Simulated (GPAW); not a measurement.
Here is a GPAW 26.7.0 calculation.

run.py

```python
from ase.dft.bandgap import bandgap
from ase.io import read, write
from gpaw import GPAW, PW
from gpaw.response.df import DielectricFunction

atoms = read('POSCAR')

calc = GPAW(mode=PW(400),
            xc='PBE',
            kpts={'size': (9, 9, 5), 'gamma': True},
            occupations={'name': 'fermi-dirac', 'width': 0.05},
            nbands=29,
            convergence={'density': 1e-06},
            maxiter=150,
            txt='gpaw.txt')
atoms.calc = calc
energy = atoms.get_potential_energy()
calc.write('gs.gpw')
write('result.traj', atoms)
print(f'Energy: {energy:.6f} eV')
print('Fermi level:', round(calc.get_fermi_level(), 4), 'eV')
print(f'Gap: {bandgap(calc)[0]:.4f} eV, direct: {bandgap(calc, direct=True)[0]:.4f} eV')

dense = calc.fixed_density(kpts={'size': (19, 19, 10), 'gamma': True},
                           nbands=42, convergence={'bands': 36, 'eigenstates': 1e-7},
                           update_fermi_level=True, txt='dense.txt')
dense.write('dense.gpw', mode='all')

df = DielectricFunction('dense.gpw', frequencies={'type': 'nonlinear', 'domega0': 0.05, 'omega2': 10},
                        eta=0.1, ecut=50, nbands=36, rate='eta', txt='df.txt')
for direction in ['x', 'z']:
    df.get_dielectric_function(xc='RPA', direction=direction, filename=f'df_{direction}.csv')
```

POSCAR

```
Pt
1.0
    2.7233547499      0.0000000000      0.0000000000
   -1.3616773750      2.3584943969      0.0000000000
    0.0000000000      0.0000000000      4.7273674930
Pt
2
Direct
    0.3333333333      0.6666666667      0.2500000000
    0.6666666667      0.3333333333      0.7500000000
```

Potentials or basis: GPAW PAW data sets (gpaw-data 1.2.1), pw.

Launch:

```sh
$ OMP_NUM_THREADS=1 python run.py
```

(1) Estimate the band gap on the k mesh.

## Answers

(1) none (metal or under the smearing width).

Caveat: the intraband term hangs on this k mesh; the long-wavelength limit can be off by several per cent where d states take part; independent-particle spectra lack excitons.
